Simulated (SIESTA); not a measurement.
SnO2 (Cassiterite):

```xyz
6
Lattice="4.7380 0.0000 0.0000 0.0000 4.7380 0.0000 0.0000 0.0000 3.1865" Properties=species:S:1:pos:R:3 pbc="T T T"
Sn    2.3690    2.3690    1.5933
Sn    0.0000    0.0000    0.0000
O     3.8240    0.9140    1.5933
O     3.2830    3.2830    0.0000
O     0.9140    3.8240    1.5933
O     1.4550    1.4550    0.0000
```

Base run:

```yaml
Program: SIESTA 5.4.2
Functional: PBE
Potentials_or_basis: PseudoDojo 0.4 standard (PBE files)
Basis: TZ (energy shift 0.005 Ry)
Grid_cutoff: 800 Ry
Energy_shift: 0.005 Ry
k_mesh: 6 × 6 × 8
Occupations: fermi-dirac, width 0.05 eV
Spin: no spin polarisation
```

Its results: band gap on the k mesh 0.88 eV, direct; pressure 15.5 GPa; largest force 0.305 eV/Å.

Problem. The run is repeated on the same cell with these changes: basis from TZ (energy shift 0.005 Ry) to DZP (energy shift 0.005 Ry). What comes out?

Solution. Band gap on the k mesh 0.97 eV, direct; pressure 18.0 GPa; largest force 0.257 eV/Å.

Caveats: semicore shells carry a single zeta, which can move pressures by several GPa and volumes by a few percent; so large a pressure means that the cell lies far from this level's equilibrium, or that cutoff or potentials fall short; spin-orbit coupling is left out, which moves the levels of the heavy elements; the basis of atomic orbitals isn't converged, which shifts pressures, moduli and gaps; the basis has no polarisation orbitals (some runs).

Not every run made on this cell is shown here.
